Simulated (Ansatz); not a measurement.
# H2Se: the cost of one run

Program: Ansatz 0.2.0. Level of theory: DFT PBE, scalar-relativistic, plane waves, PAW. These are calculated values, not measurements.

## (1) The system as given

Symmetry: P4_2/mnm, No. 136, tetragonal system. Conventional cell: a = 5.595 Å, b = 5.595 Å, c = 3.604 Å, α = 90.00°, β = 90.00°, γ = 90.00°. H (site symmetry m2m) is surrounded by 3 Se at 2.37 to 2.42 Å. Around Se (site symmetry mmm) lie 6 H at 2.37 to 2.42 Å.

Coordinates:

```
H Se
1.0
     5.59492    0.00000    0.00000
     0.00000    5.59492    0.00000
     0.00000    0.00000    3.60369
H Se
4 2
Direct
  0.30600 0.30600 0.00000
  0.19400 0.80600 0.50000
  0.69400 0.69400 0.00000
  0.80600 0.19400 0.50000
  0.00000 0.00000 0.00000
  0.50000 0.50000 0.50000
```

This is candidate A: rutile type (P4_2/mnm, No. 136).

(A quick probe on a coarse mesh, which set the mesh and smearing, is not shown.)

## (3) Coarse relaxation (candidate A)

The input, input.yaml:

```yaml
crystal:
  lattice:
    - [5.5949162108, 0.0, 0.0]
    - [0.0, 5.5949162108, 0.0]
    - [0.0, 0.0, 3.6036911336]
  atoms:
    - { symbol: H, position: [0.306, 0.306, 0.0] }
    - { symbol: H, position: [0.194, 0.806, 0.5] }
    - { symbol: H, position: [0.694, 0.694, 0.0] }
    - { symbol: H, position: [0.806, 0.194, 0.5] }
    - { symbol: Se, position: [0.0, 0.0, 0.0] }
    - { symbol: Se, position: [0.5, 0.5, 0.5] }
basis:
  ecutwfc: 420
kpoints:
  mp_grid: { grid: [4, 4, 6] }
hamiltonian:
  xc: pbe
scf:
  occupations: { method: gaussian, width: 0.1 }
  lower_state_search: "off"
output:
  forces: true
  stress: true
  eigenvalues: true
relax:
  adjacent_minimum: "off"
  f_tol: 0.04
  max_steps: 70
  cell: { stress_tol: 0.4 }
```

The run is started by

```console
$ ansatz run input.yaml --threads 1 --pin off --max-ram 2560MiB --backend cpu --events-out ev --progress --plain --runs-dir out
```

Q: Estimate wall time and peak memory on 1 thread of Intel Xeon 6975P-C (Granite Rapids), shared host.

About 22 s, with a peak of 0.4 GiB.
